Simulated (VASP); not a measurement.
Write the native input for VASP 6.6.1 that does the following.

* Task: relaxation of cell and atoms
* Functional: PBE
* Potentials or basis: VASP PAW PBE potentials, release 64 (Si, Ge_d)
* Cutoff: 520 eV
* k mesh: 7 × 7 × 7
* Occupations: gaussian, width 0.15 eV
* Spin: no spin polarisation
* Further INCAR settings: PREC = Normal; ALGO = Fast; EDIFF = 0.0001; IBRION = 2; EDIFFG = -0.08; NSW = 24; ISIF = 3

The structure of Si2Ge lies in POSCAR:

```
Si2Ge
1.0
   -2.1358722900      2.1358722900      2.7001375600
    2.1358722900     -2.1358722900      2.7001375600
    2.1358722900      2.1358722900     -2.7001375600
Si Ge
2 1
Direct
    0.7500000000      0.2500000000      0.5000000000
    0.2500000000      0.7500000000      0.5000000000
    0.0000000000      0.0000000000      0.0000000000
```

The cell was built by a generator and needn't be a form met in nature.

One way to write it, as run:

INCAR

```
ALGO = Fast ; EDIFF = 1E-4
EDIFFG = -0.08 ; ENCUT = 520
GGA = PE ; IBRION = 2
ISIF = 3 ; ISMEAR = 0
LASPH = True ; LCHARG = False
LREAL = False ; LWAVE = False
NELM = 60 ; NSW = 24
PREC = Normal ; SIGMA = 0.15
```

KPOINTS

```
k-points
0
Gamma
  7 7 7
```

Potentials or basis: VASP PAW PBE potentials, release 64 (Si, Ge_d).

The run is started by

```bash
$ cat potpaw_PBE.64/Si/POTCAR potpaw_PBE.64/Ge_d/POTCAR > POTCAR
$ mpirun -np 1 vasp_std > vasp.out
```

Results of the run:

* Relaxed volume: 18.98 Å³/atom
* Relaxed cell: a = 4.199 Å, b = 4.199 Å, c = 4.199 Å, α = 110.44°, β = 110.44°, γ = 107.55°
* Space group after relaxing (to 0.05 Å): I4/mmm (No. 139)
* Energy gained by relaxing: 131.0 meV/atom
* Ionic steps: 18
* Pressure after relaxing: 0.0 GPa
* Band gap on the k mesh: none (metal or under the smearing width)

Caveat: the volume moved by over 15 % at a fixed basis, so the end points are rough.

Run time: 110 s on 1 thread of Intel(R) Xeon(R) Platinum 8488C (Sapphire Rapids), on a shared host, peak memory 0.16 GiB.
